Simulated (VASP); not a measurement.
# BeS (F-43m) in VASP: further runs, part 2 of 2

VASP 6.6.1. Earlier steps stand in the parts before.

## (3) Electric field gradients, SCAN+MBD-FI

The input, INCAR:

```
SYSTEM = BeS
PREC = Accurate
ENCUT = 520
EDIFF = 1E-8
ISMEAR = -1
SIGMA = 0.05
LREAL = .FALSE.
LASPH = .FALSE.
NELM = 100
ALGO = Normal
ISIF = 2
LWAVE = .FALSE.
LCHARG = .FALSE.
METAGGA = SCAN
LMIXTAU = .TRUE.
IVDW = 263
LEFG = .TRUE.
```

The input, BeS.cif:

```cif
data_BeS
_cell_length_a 4.85000000
_cell_length_b 4.85000000
_cell_length_c 4.85000000
_cell_angle_alpha 90.00000000
_cell_angle_beta 90.00000000
_cell_angle_gamma 90.00000000
_space_group_name_H-M_alt 'F-43m'
_space_group_name_Hall 'F -4 2 3'
_space_group_IT_number 216
loop_
_space_group_symop_operation_xyz
'x,y,z'
'y,-x,-z'
'-x,-y,z'
'-y,x,-z'
'x,-y,-z'
'y,x,z'
'-x,y,-z'
'-y,-x,z'
'z,x,y'
'-z,y,-x'
'z,-x,-y'
'-z,-y,x'
'-z,x,-y'
'z,y,x'
'-z,-x,y'
'z,-y,-x'
'y,z,x'
'-x,-z,y'
'-y,z,-x'
'x,-z,-y'
'-y,-z,x'
'x,z,y'
'y,-z,-x'
'-x,z,-y'
'x,y+1/2,z+1/2'
'y,-x+1/2,-z+1/2'
'-x,-y+1/2,z+1/2'
'-y,x+1/2,-z+1/2'
'x,-y+1/2,-z+1/2'
'y,x+1/2,z+1/2'
'-x,y+1/2,-z+1/2'
'-y,-x+1/2,z+1/2'
'z,x+1/2,y+1/2'
'-z,y+1/2,-x+1/2'
'z,-x+1/2,-y+1/2'
'-z,-y+1/2,x+1/2'
'-z,x+1/2,-y+1/2'
'z,y+1/2,x+1/2'
'-z,-x+1/2,y+1/2'
'z,-y+1/2,-x+1/2'
'y,z+1/2,x+1/2'
'-x,-z+1/2,y+1/2'
'-y,z+1/2,-x+1/2'
'x,-z+1/2,-y+1/2'
'-y,-z+1/2,x+1/2'
'x,z+1/2,y+1/2'
'y,-z+1/2,-x+1/2'
'-x,z+1/2,-y+1/2'
'x+1/2,y,z+1/2'
'y+1/2,-x,-z+1/2'
'-x+1/2,-y,z+1/2'
'-y+1/2,x,-z+1/2'
'x+1/2,-y,-z+1/2'
'y+1/2,x,z+1/2'
'-x+1/2,y,-z+1/2'
'-y+1/2,-x,z+1/2'
'z+1/2,x,y+1/2'
'-z+1/2,y,-x+1/2'
'z+1/2,-x,-y+1/2'
'-z+1/2,-y,x+1/2'
'-z+1/2,x,-y+1/2'
'z+1/2,y,x+1/2'
'-z+1/2,-x,y+1/2'
'z+1/2,-y,-x+1/2'
'y+1/2,z,x+1/2'
'-x+1/2,-z,y+1/2'
'-y+1/2,z,-x+1/2'
'x+1/2,-z,-y+1/2'
'-y+1/2,-z,x+1/2'
'x+1/2,z,y+1/2'
'y+1/2,-z,-x+1/2'
'-x+1/2,z,-y+1/2'
'x+1/2,y+1/2,z'
'y+1/2,-x+1/2,-z'
'-x+1/2,-y+1/2,z'
'-y+1/2,x+1/2,-z'
'x+1/2,-y+1/2,-z'
'y+1/2,x+1/2,z'
'-x+1/2,y+1/2,-z'
'-y+1/2,-x+1/2,z'
'z+1/2,x+1/2,y'
'-z+1/2,y+1/2,-x'
'z+1/2,-x+1/2,-y'
'-z+1/2,-y+1/2,x'
'-z+1/2,x+1/2,-y'
'z+1/2,y+1/2,x'
'-z+1/2,-x+1/2,y'
'z+1/2,-y+1/2,-x'
'y+1/2,z+1/2,x'
'-x+1/2,-z+1/2,y'
'-y+1/2,z+1/2,-x'
'x+1/2,-z+1/2,-y'
'-y+1/2,-z+1/2,x'
'x+1/2,z+1/2,y'
'y+1/2,-z+1/2,-x'
'-x+1/2,z+1/2,-y'
loop_
_atom_site_label
_atom_site_type_symbol
_atom_site_symmetry_multiplicity
_atom_site_Wyckoff_symbol
_atom_site_fract_x
_atom_site_fract_y
_atom_site_fract_z
_atom_site_occupancy
S1 S 4 c 0.2500000000 0.2500000000 0.2500000000 1
Be1 Be 4 a 0.0000000000 0.0000000000 0.0000000000 1
```

The input, KPOINTS:

```
Automatic mesh
0
G
  6 6 6
  0 0 0
```

The input, POSCAR:

```
S  Be
 1.0000000000000000
     4.8499999999999996    0.0000000000000000    0.0000000000000000
     0.0000000000000000    4.8499999999999996    0.0000000000000000
     0.0000000000000000    0.0000000000000000    4.8499999999999996
 S   Be 
   4   4
Cartesian
  1.2124999999999999  1.2124999999999999  1.2124999999999999
  1.2124999999999999  3.6374999999999997  3.6374999999999997
  3.6374999999999997  3.6374999999999997  1.2124999999999999
  3.6374999999999997  1.2124999999999999  3.6374999999999997
  0.0000000000000000  0.0000000000000000  0.0000000000000000
  0.0000000000000000  2.4249999999999998  2.4249999999999998
  2.4249999999999998  0.0000000000000000  2.4249999999999998
  2.4249999999999998  2.4249999999999998  0.0000000000000000
```

Potentials or basis: VASP PAW PBE potentials, release 54 (S, Be).

On the command line:

```
> ase convert -i cif -o vasp BeS.cif POSCAR
> cat potpaw_PBE.54/S/POTCAR potpaw_PBE.54/Be/POTCAR > POTCAR
> mpirun -np 1 vasp_std > vasp.out
```

OUTCAR:

```text
SYSTEM = BeS
   PREC = Accurate
   ENCUT = 520
   EDIFF = 1E-8
   ISMEAR = -1
   LREAL = .FALSE.
   LASPH = .FALSE.
   NELM = 100
   ISIF = 2
   METAGGA = SCAN
   IVDW = 263
     LASPH = .TRUE.)
  IVDW = 263

 ion  position               nearest neighbor table
   1  0.250  0.250  0.250-   5 2.10   6 2.10   7 2.10   8 2.10
   2  0.250  0.750  0.750-   5 2.10   6 2.10   7 2.10   8 2.10
   3  0.750  0.750  0.250-   5 2.10   6 2.10   7 2.10   8 2.10
   4  0.750  0.250  0.750-   5 2.10   6 2.10   7 2.10   8 2.10
   5  0.000  0.000  0.000-   1 2.10   2 2.10   3 2.10   4 2.10
   6  0.000  0.500  0.500-   1 2.10   2 2.10   3 2.10   4 2.10
   7  0.500  0.000  0.500-   1 2.10   2 2.10   3 2.10   4 2.10
[... 752 lines left out ...]
   8       0.000     0.000     0.000    -0.000     0.000    -0.000
---------------------------------------------------------------------

 Electric field gradients after diagonalization (V/A^2)
 (convention: |V_zz| > |V_xx| > |V_yy|)
----------------------------------------------------------------------
 ion       V_xx      V_yy      V_zz     asymmetry (V_yy - V_xx)/ V_zz
----------------------------------------------------------------------
   1       0.000     0.000     0.000      -0.031
   2       0.000     0.000     0.000      -0.019
   3       0.000     0.000     0.000      -0.061
   4       0.000     0.000     0.000      -0.073
   5       0.000     0.000     0.000      -0.849
   6       0.000     0.000     0.000      -0.145
   7       0.000     0.000     0.000      -0.273
   8       0.000     0.000     0.000      -0.735
----------------------------------------------------------------------

           NMR quadrupolar parameters

 Cq : quadrupolar parameter    Cq=e*Q*V_zz/h
 eta: asymmetry parameters     (V_yy - V_xx)/ V_zz
 Q  : nuclear electric quadrupole moment in mb (millibarn)
----------------------------------------------------------------------
 ion       Cq(MHz)       eta       Q (mb)
----------------------------------------------------------------------
   1       0.000      -0.031       1.000
   2       0.000      -0.019       1.000
   3       0.000      -0.061       1.000
   4       0.000      -0.073       1.000
   5       0.000      -0.849       1.000
   6       0.000      -0.145       1.000
   7       0.000      -0.273       1.000
   8       0.000      -0.735       1.000
----------------------------------------------------------------------
```

OSZICAR:

```text
N       E                     dE             d eps       ncg     rms          rms(c)
DAV:   1     0.117789016654E+03    0.11779E+03   -0.14373E+04   840   0.136E+03
DAV:   2    -0.605039317568E+02   -0.17829E+03   -0.17037E+03  1198   0.228E+02
DAV:   3    -0.720360098012E+02   -0.11532E+02   -0.11479E+02  1072   0.655E+01
[... 20 lines left out ...]
DAV:  24    -0.659441631873E+02   -0.10184E-06   -0.12648E-08   640   0.128E-03    0.251E-04
DAV:  25    -0.659441632524E+02   -0.65098E-07   -0.15806E-09   610   0.312E-04    0.245E-05
DAV:  26    -0.659441632396E+02    0.12784E-07   -0.26720E-10   605   0.173E-04    0.216E-05
DAV:  27    -0.659441632281E+02    0.11529E-07   -0.68054E-11   605   0.103E-04    0.312E-05
DAV:  28    -0.659441632286E+02   -0.48340E-09   -0.50967E-11   610   0.734E-05
   1 F= -.66681112E+02 E0= -.66681112E+02  d E =-.258676E-10
```

stdout:

```text
POSCAR found type information on POSCAR S Be
 POSCAR found :  2 types and       8 ions
 scaLAPACK will be used
 -----------------------------------------------------------------------------
|                                                                             |
|                                                                             |
[... 121 lines left out ...]
 atom:           1 -0.312717936782593      -2.446019441290637E-004
 atom:           2 -0.312717936782598      -2.446019441307290E-004
 atom:           3 -0.312717936782596      -2.446019441298408E-004
 atom:           4 -0.312717936782602      -2.446019441307290E-004
 atom:           5  0.312717936782620       2.446019441297298E-004
 atom:           6  0.312717936782578       2.446019441307845E-004
 atom:           7  0.312717936782579       2.446019441303404E-004
 atom:           8  0.312717936782
```

Wall time 5.9 min (1 thread of AMD EPYC 7R13 (Zen 3), shared host); peak memory 0.19 GiB.

What came out:

* Free energy: -66.6811 eV
* Pressure: -0.4 GPa
* Band gap on the k mesh: 3.58 eV
* Hirshfeld charges: S -0.09; Be +0.09 e
* Dispersion energy per atom: -0.092 eV

Levels at points of the mesh, in eV from the valence-band top:
```tsv
k point	band 13	band 14	band 15	band 16	band 17	band 18	band 19	band 20
(0.00, 0.00, 0.00)	-2.71	0.00	0.00	0.00	3.58	3.58	3.58	5.40
(0.50, 0.00, 0.00)	-1.65	-1.65	-1.65	-1.65	4.99	4.99	6.98	6.98
(0.50, 0.50, 0.00)	-1.14	-1.14	-1.14	-1.14	6.46	6.46	6.46	6.46
(0.50, 0.50, 0.50)	-1.06	-1.06	-1.06	-1.06	6.11	6.11	6.11	6.11
```

Electric field gradients, principal values (V/Å²):
| atom | Vxx | Vyy | Vzz |
| --- | --- | --- | --- |
| 1 S | 0.000 | 0.000 | 0.000 |
| 2 S | 0.000 | 0.000 | 0.000 |
| 3 S | 0.000 | 0.000 | 0.000 |
| 4 S | 0.000 | 0.000 | 0.000 |
| 5 Be | 0.000 | 0.000 | 0.000 |
| 6 Be | 0.000 | 0.000 | 0.000 |
| 7 Be | 0.000 | 0.000 | 0.000 |
| 8 Be | 0.000 | 0.000 | 0.000 |

Caveat: the PAW data sets were made with another functional, which shifts forces and pressure a little. SCAN opens gaps a little over a GGA but as a rule still falls short of measured ones.
